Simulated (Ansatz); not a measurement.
# GaN (P6_3mc) in Ansatz: notebook, part 2 of 2

Ansatz 0.2.0. Earlier steps stand in the parts before.

## (3) Relaxation of cell and atoms, SVWN5

input.yaml reads:

```yaml
crystal:
  lattice:
    - [3.18, 0.0, 0.0]
    - [-1.59, 2.753960784, 0.0]
    - [0.0, 0.0, 5.166]
  atoms:
    - { symbol: Ga, position: [0.6666666667, 0.3333333333, 0.5] }
    - { symbol: Ga, position: [0.3333333333, 0.6666666667, 0.0] }
    - { symbol: "N", position: [0.6666666667, 0.3333333333, 0.875] }
    - { symbol: "N", position: [0.3333333333, 0.6666666667, 0.375] }
hamiltonian:
  xc: { exchange: slater, correlation: vwn5 }
  pseudopotentials: { kind: paw }
kpoints:
  mp_grid: { grid: [10, 10, 5] }
scf:
  occupations: { method: fermi_dirac, width: 0.05 }
output:
  forces: true
  stress: true
relax:
  f_tol: 0.01
  max_steps: 40
  cell: { stress_tol: 0.05 }
```

Potentials or basis: Ansatz PAW.

On the command line:

```console
ansatz run input.yaml --threads 2 --pin off --max-ram 5120MiB --backend cpu --events-out ev --progress --plain --runs-dir out
```

Run time: 21 s. Hardware: 2 threads of Arm Neoverse N1, shared host; peak memory 0.34 GiB.

The run converged. Its results:

```
Free energy                            : -8165.0081 eV
Relaxed volume                         : 11.04 Å³/atom
Relaxed cell                           : a = 3.151 Å, b = 3.151 Å, c = 5.137 Å, α = 90.00°, β = 90.00°, γ = 120.00°
Space group after relaxing (to 0.05 Å) : P6_3mc (No. 186)
Energy gained by relaxing              : 4.3 meV/atom
Ionic steps                            : 8
Pressure after relaxing                : 0.0 GPa
Band gap on the k mesh                 : 2.13 eV
```

Step by step:
```csv
step,energy change (eV),largest force (eV/Å),volume (Å³)
1,0.0000,0.1262,45.24
2,-0.0164,0.0927,44.60
3,-0.0211,0.0350,44.17
4,-0.0211,0.0181,44.19
5,-0.0211,0.0004,44.20
6,-0.0172,0.0002,44.20
7,-0.0173,0.0000,44.18
8,-0.0172,0.0000,44.18
```

Final structure:
```cif
data_structure
_symmetry_space_group_name_H-M 'P 1'
_symmetry_Int_Tables_number 1
_cell_length_a 3.1512
_cell_length_b 3.1512
_cell_length_c 5.1372
_cell_angle_alpha 90.000
_cell_angle_beta 90.000
_cell_angle_gamma 120.000
_cell_volume 44.18
loop_
_atom_site_label
_atom_site_type_symbol
_atom_site_fract_x
_atom_site_fract_y
_atom_site_fract_z
_atom_site_occupancy
Ga1 Ga 0.66667 0.33333 0.49929 1
Ga2 Ga 0.33333 0.66667 0.99929 1
N1 N 0.66667 0.33333 0.87571 1
N2 N 0.33333 0.66667 0.37571 1
```

Caveat: odd divisions of the mesh miss points on the zone boundary, where band edges often lie, so the gap on the mesh can be too wide; the plane-wave basis is chosen anew once the cell has moved, so the energies of steps on either side of that aren't comparable; the pressure holds a Pulay correction of +0.7 GPa for the finite cutoff; the PAW data sets come from PBE, with cores solved anew for the run's functional, which leaves a small shift of forces and pressure.

## (4) Single point, PBE

input.yaml, as its differences from that of step 3:

```diff
@@ -11,3 +11,3 @@
 hamiltonian:
-  xc: { exchange: slater, correlation: vwn5 }
+  xc: pbe
   pseudopotentials: { kind: paw }
@@ -17,2 +17,4 @@
   occupations: { method: fermi_dirac, width: 0.05 }
+basis:
+  ecutwfc: "300 eV"
 output:
@@ -20,5 +22,2 @@
   stress: true
-relax:
-  f_tol: 0.01
-  max_steps: 40
-  cell: { stress_tol: 0.05 }
+  eigenvalues: true
```

Potentials or basis: Ansatz PAW.

On the command line:

```console
ansatz run input.yaml --threads 2 --pin off --max-ram 5120MiB --backend cpu --events-out ev --progress --plain --runs-dir out
```

The log of the run:

```text
Warning: basis.ecutwfc = 300 eV is below the records' recommended 420 eV, and the density's cutoff is lower with it unless basis.ecutrho_ratio is high enough to keep the records' density cutoff: compare with a run at a higher cutoff
Warning: RAYON_NUM_THREADS=2 ignored (pool sized by the plan → 2); use --threads N
Engine: ansatz 0.2.0, aarch64-unknown-linux-gnu
Pseudopotentials: kind: paw
Pseudopotential: Ga, paw, valence charge 13, recommended cutoff 420 eV (normal), Ga.paw.azcp
Pseudopotential: N, paw, valence charge 5, recommended cutoff 420 eV (normal), N.paw.azcp
Functional definition: PBE
  parameter kappa = 0.804
  parameter beta = 0.06672455060314922
  exchange = pbe_x(kappa = kappa, mu = beta*pi^2/3)
  correlation = pbe_c(beta = beta)
Crystal: 4 atoms, lattice volume = 45.242 Å³
[... 43 lines left out ...]
  Σ components = -8335.088980   (vs F -8335.088980, Δ=0.00e0)
--- Forces (eV/Å), atoms counted from 1 ---
  atom   1  Ga     0.00000000    -0.00000000    -0.14699857
  atom   2  Ga     0.00000000     0.00000000    -0.14699857
  atom   3  N      0.00000000    -0.00000000     0.14699646
  atom   4  N      0.00000000     0.00000000     0.14699646
  max |Σ_I F_I| component: 4.22e-6 eV/Å
--- Stress (GPa, compression-positive) ---
        6.560513       0.000000      -0.000000
       -0.000000       6.560513       0.000000
       -0.000000       0.000000       8.833115
  P = ⅓ Tr σ = 7.3180 GPa (73.180 kbar)
--- Band table (eV; the first three rows and the last of 42) ---
  k-point 0: bands = ["-6.2537", "-5.3671", "-3.8051", "-3.7787", "-3.7787", "-3.7147", "-3.7147", "-3.5315", "-3.5315", "-3.4293", "-3.4293", "-2.1323", "2.7039", "8.7692", "8.7692", "9.7564", "9.8288", "9.8288", "11.7687", "14.1312", "19.1201", "19.7880"]
  k-point 1: bands = ["-6.1384", "-5.4081", "-3.7764", "-3.7764", "-3.7645", "-3.7239", "-3.7239", "-3.5175", "-3.5175", "-3.4343", "-3.4343", "-2.5241", "3.4223", "8.6900", "8.8672", "8.8672", "9.7254", "9.7254", "12.6555", "14.2068", "18.8589", "19.8244"]
  k-point 2: bands = ["-5.8524", "-5.5638", "-3.7668", "-3.7668", "-3.7471", "-3.7471", "-3.6035", "-3.4843", "-3.4843", "-3.4511", "-3.4511", "-3.1795", "5.0408", "6.9049", "9.1290", "9.1290", "9.4567", "9.4567", "13.7842", "14.2645", "18.4431", "18.6621"]
  k-point 41: bands = ["-5.2257", "-5.2103", "-3.6872", "-3.6677", "-3.6538", "-3.6021", "-3.5182", "-3.5146", "-3.4756", "-3.4670", "-1.8093", "-1.6872", "3.6388", "3.7685", "5.4342", "6.1751", "8.0287", "8.3240", "16.1712", "16.1988", "17.2013", "17.7198"]
```

Wall time 2.5 s (2 threads of Arm Neoverse N1, shared host); peak memory 0.3 GiB.

What came out:

* Free energy: -8335.0890 eV
* Pressure: 7.3 GPa
* Largest force: 0.147 eV/Å
* Band gap on the k mesh: 1.94 eV, direct

Forces in eV/Å, atoms in the order of the input:
```
Ga   0.000  0.000 -0.147
Ga   0.000  0.000 -0.147
N    0.000  0.000  0.147
N    0.000  0.000  0.147
```

Stress tensor (GPa, compression positive):
```
6.56 0.00 0.00
0.00 6.56 0.00
0.00 0.00 8.83
```

Caveat: odd divisions of the mesh miss points on the zone boundary, where band edges often lie, so the gap on the mesh can be too wide; the pressure holds a Pulay correction of +18.0 GPa for the finite cutoff; the cutoff lies under the one recommended for these potentials.

## (5) Summary

| task | level | cell | cutoff (eV) | gap on the mesh (eV) | pressure (GPa) | relaxed volume (Å³/atom) |
| --- | --- | --- | --- | --- | --- | --- |
| relaxation of cell and atoms | BLYP | relaxed | 420 | 1.57 | 0.0 | 12.14 |
| relaxation of cell and atoms | SVWN5 | relaxed | 420 | 2.13 | 0.0 | 11.04 |
| single point | PBE | as given | 300 | 1.94 | 7.3 | - |

Alike in all rows: potentials or basis Ansatz PAW; no spin polarisation; k mesh 10 × 10 × 5; smearing fermi-dirac 0.05 eV.

Caveats: odd divisions of the mesh miss points on the zone boundary, where band edges often lie, so the gap on the mesh can be too wide; the plane-wave basis is chosen anew once the cell has moved, so the energies of steps on either side of that aren't comparable (some runs); the PAW data sets come from PBE, with cores solved anew for the run's functional, which leaves a small shift of forces and pressure (some runs); the pressure holds a Pulay correction of +18.0 GPa for the finite cutoff (some runs); the cutoff lies under the one recommended for these potentials (some runs).

Total energies depend on the potentials used, so only differences within one code and one set of settings carry meaning.

## (6) Against experiment

Step 4. A measured gap of GaN is 3.503 eV (direct; quoted in “Studying electronic properties in GaN without electrical contacts using γ-γ vs e−-γ Perturbed Angular Correlations”, 2019, pmc:6823545); the calculated 1.94 eV misses it by -1.56 eV. Spin-orbit coupling on Ga is left out. The value is that of PBE, without temperature or zero-point motion. Semilocal functionals fall short of measured gaps as a rule.
